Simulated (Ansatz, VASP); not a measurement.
GaN in VASP and in Ansatz

INCAR

```
ALGO = Normal
EDIFF = 1E-6
ENCUT = 520
GGA = PE
ISIF = 2
ISMEAR = 0
LASPH = T
LCHARG = F
LREAL = F
LWAVE = F
NBANDS = 16
NELM = 100
PREC = Accurate
SIGMA = 0.05
```

Contents of KPOINTS:

```
k-points
0
Gamma
  12 12 12
```

POSCAR

```
GaN
1.0
    0.0000000000      2.6014764210      1.6909596737
    2.6014764210      0.0000000000      1.6909596737
    2.6014764210      2.6014764210      0.0000000000
Ga N
1 1
Direct
    0.0000000000      0.0000000000      0.0000000000
    0.7500000000      0.7500000000      0.7500000000
```

Input for Ansatz:

```yaml
crystal:
  lattice:
    - [0.0, 2.601476421, 1.6909596737]
    - [2.601476421, 0.0, 1.6909596737]
    - [2.601476421, 2.601476421, 0.0]
  atoms:
    - { symbol: Ga, position: [0.0, 0.0, 0.0] }
    - { symbol: "N", position: [0.75, 0.75, 0.75] }
basis:
  ecutwfc: 420
kpoints:
  mp_grid: { grid: [12, 12, 12] }
hamiltonian:
  xc: pbe
scf:
  occupations: { method: gaussian, width: 0.05 }
output:
  forces: true
  stress: true
  eigenvalues: true
```

Alike in both runs: task single point; functional PBE; k mesh 12 × 12 × 12; occupations gaussian, width 0.05 eV; no spin polarisation.

```csv
,VASP,Ansatz
version,VASP 6.6.1,Ansatz 0.2.0
potentials or method,"VASP PAW PBE potentials, release 64 (Ga_d, N)","scalar-relativistic, plane waves, PAW"
plane-wave cutoff (eV),520,420
valence electrons in the cell,18,18
```

```csv
,VASP,Ansatz,Ansatz less VASP
gap on the k mesh at the Fermi level (eV),0.34,0.34,+0.001
least direct gap on the mesh (eV),0.34,0.34,+0.001
pressure (GPa),-6.0,-6.3,-0.36
largest component of the traceless stress (GPa),21.23,21.34,+0.106
```

With one functional, cell and mesh, what is left measures potentials, basis and numerics.
